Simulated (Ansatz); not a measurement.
**Work and stress of cleavage in Ta2C**

Computed with Ansatz 0.2.0, DFT r2SCAN, scalar-relativistic, plane waves, PAW. The runs took a 500 eV cutoff, a Γ-centred 17×17×5 mesh and Gaussian smearing (0.15 eV). Spin–orbit coupling is left out, which can shift energies with elements as heavy as these. No spin polarisation. Energies are free energies at this smearing, counted from the undisturbed cell; pressure is positive in compression.

Zero of the scan (relaxed at this level):

```
Ta C
1.0
    -3.11016    0.00000    0.00000
    -1.55508   -2.69348    0.00000
     0.00000    0.00000    9.88460
Ta C
4 2
Direct
  0.33333 0.33333 0.87678
  0.33333 0.33333 0.37678
  0.66667 0.66667 0.12322
  0.66667 0.66667 0.62322
  0.00000 0.00000 0.75000
  0.00000 0.00000 0.25000
```

The cut lies on the cell's a–b face, a (0 0 1) plane (indices in the standard cell, whose axes needn't be the Cartesian ones shown) of area 8.38 Å², between layers 2.44 Å apart. Vector c is lengthened by d along the normal with the atoms' Cartesian places fixed: one unrelaxed cut a cell. The traction is positive where the two halves pull on each other.

```
d (Å) energy (J/m²) traction (GPa)
 0.00           0.00             0.1
 0.50           1.30            40.2
 1.00           3.30            35.7
 2.00           5.53            11.5
 3.00           6.12             2.4
 6.00           6.27             0.0
```

Q: What are the work of separation and the cleavage stress, and do they fit the universal binding curve?

A: The energy levels off near W ≈ 6.27 J/m² (the traction is down to 0.0 GPa), the energy of the two unrelaxed faces, 3.14 J/m² each on average. The largest sampled traction is 40.2 GPa at d = 0.50 Å, and a parabola through it and its two neighbours peaks at σ_max ≈ 43.8 GPa, d ≈ 0.70 Å. The curve E = W[1 − (1 + d/ℓ)exp(−d/ℓ)] peaks in traction at d = ℓ with σ_max = W/(eℓ); with 1 J/m² per Å = 10 GPa this W and σ_max give ℓ = 0.53 Å. A parabola through that curve at the same three d peaks at 0.66 Å, against 0.70 Å here, a fair fit. Real crystals break at far lower stress, because cracks concentrate it, and on the plane of lowest W, which needn't be this one.

The cut is rigid; relaxing the faces lowers these energies and usually the stresses.

In a metal these slopes depend on the k mesh and the smearing.

Cost: 6 runs of about 11 core-minutes in all, on Intel Xeon Processor @ 2.50GHz (Skylake/Cascade Lake) (shared hosts).